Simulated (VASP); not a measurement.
Input of a VASP 6.6.1 run:

Contents of POSCAR:

```
AlN
1.0
    3.1131018731      0.0000000000      0.0000000000
   -1.5565509365      2.6960253067     -0.0000000000
   -0.0000000000     -0.0000000000      4.9818131029
  Al              N
     2     2
Direct
     0.3333333332999970    0.6666666667000030    0.9989855796421117
     0.6666666667000030    0.3333333332999970    0.4989855796421115
     0.3333333332999970    0.6666666667000030    0.3810144203578910
     0.6666666667000030    0.3333333332999970    0.8810144203578909
```

INCAR.step1

```
PREC = Accurate ; ENCUT = 600
EDIFF = 1E-8 ; ISMEAR = 0
SIGMA = 0.03 ; LREAL = F
LASPH = T ; NELM = 80
ALGO = Normal ; ISIF = 3
LWAVE = F ; LCHARG = F
GGA = PS ; IBRION = 2
NSW = 40 ; EDIFFG = -0.002
```

The input INCAR.step2:

```
PREC = Accurate ; ENCUT = 600
EDIFF = 1E-8 ; ISMEAR = 0
SIGMA = 0.03 ; LREAL = F
LASPH = T ; NELM = 80
ALGO = Normal ; ISIF = 2
LWAVE = F ; LCHARG = F
GGA = PS ; IBRION = 6
NFREE = 2 ; POTIM = 0.015
NSW = 1
```

KPOINTS

```
regular mesh
0
Gamma
  12 12 6
```

Potentials or basis: VASP PAW PBE potentials, release 64 (Al, N).

Command:

```bash
$ cat potpaw_PBE.64/Al/POTCAR potpaw_PBE.64/N/POTCAR > POTCAR
$ cp INCAR.step1 INCAR
$ mpirun -np 1 vasp_std > vasp.out
$ cp CONTCAR POSCAR
$ cp INCAR.step2 INCAR
$ mpirun -np 1 vasp_std > vasp.out
```

(1) What does it give for the highest phonon frequency at Γ, LO-TO splitting left out?

Answers

(1) 716 cm⁻¹.
